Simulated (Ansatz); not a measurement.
Level of theory: Ansatz, DFT PBE, scalar-relativistic, plane waves, PAW. Settings: cutoff 420 eV, Γ-centred meshes spaced at most about 0.3 Å⁻¹ (2π included), Gaussian smearing. No spin polarisation.

Temperature and zero-point effects are left out.

Two relaxed structures of NaI:

A.

```cif
data_structure
_symmetry_space_group_name_H-M 'P6_3mc'
_symmetry_Int_Tables_number 186
_cell_length_a 5.1508
_cell_length_b 5.1508
_cell_length_c 7.9732
_cell_angle_alpha 90.000
_cell_angle_beta 90.000
_cell_angle_gamma 120.000
_cell_volume 183.19
loop_
_atom_site_label
_atom_site_type_symbol
_atom_site_symmetry_multiplicity
_atom_site_Wyckoff_symbol
_atom_site_fract_x
_atom_site_fract_y
_atom_site_fract_z
_atom_site_occupancy
Na1 Na 2 b 0.33333 0.66667 0.38161 1
I1 I 2 b 0.33333 0.66667 0.99153 1
```

B.

```cif
data_structure
_symmetry_space_group_name_H-M 'I4_1/amd:1'
_symmetry_Int_Tables_number 141
_cell_length_a 4.4311
_cell_length_b 4.4311
_cell_length_c 17.7635
_cell_angle_alpha 90.000
_cell_angle_beta 90.000
_cell_angle_gamma 90.000
_cell_volume 348.78
loop_
_atom_site_label
_atom_site_type_symbol
_atom_site_symmetry_multiplicity
_atom_site_Wyckoff_symbol
_atom_site_fract_x
_atom_site_fract_y
_atom_site_fract_z
_atom_site_occupancy
Na1 Na 4 b 0.50000 0.00000 0.25000 1
I1 I 4 a 0.00000 0.50000 0.25000 1
```

Problem. Which would you expect to be lower, and how large is the difference?

Solution. A is lower, by 75 meV/atom. A has the wurtzite type, space group P6_3mc (No. 186), 45.8 Å³/atom and a gap of 3.70 eV on its mesh; B has space group I4_1/amd (No. 141), 43.6 Å³/atom and a gap of 3.24 eV. In A, around Na lie 4 I at 3.10–3.11 Å; I is surrounded by 4 Na at 3.10–3.11 Å. In B, around Na lie 4 I at 3.13 Å; I is surrounded by 4 Na at 3.13 Å. Origin: A, invented; B, reached from a Materials Project cell. The lowest form computed isn't among them: it has the rock salt type, space group Fm-3m (No. 225), 34.8 Å³/atom, is reached from a cell as deposited in COD and lies 43 meV/atom below the best shown. Checks on A: no imaginary mode on a 2×2×1 q mesh.

No dispersion correction is applied, so the spacing and binding between layers, chains or molecules are poorly described (I4_1/amd), and this can change margins and order among such cells. These runs have no spin–orbit coupling, which can matter for I. Kohn–Sham gaps at this level usually fall short of measured ones. The missing spin–orbit coupling can work the other way here. Some types were kept out of the candidates beforehand, so the set may lack a known form.
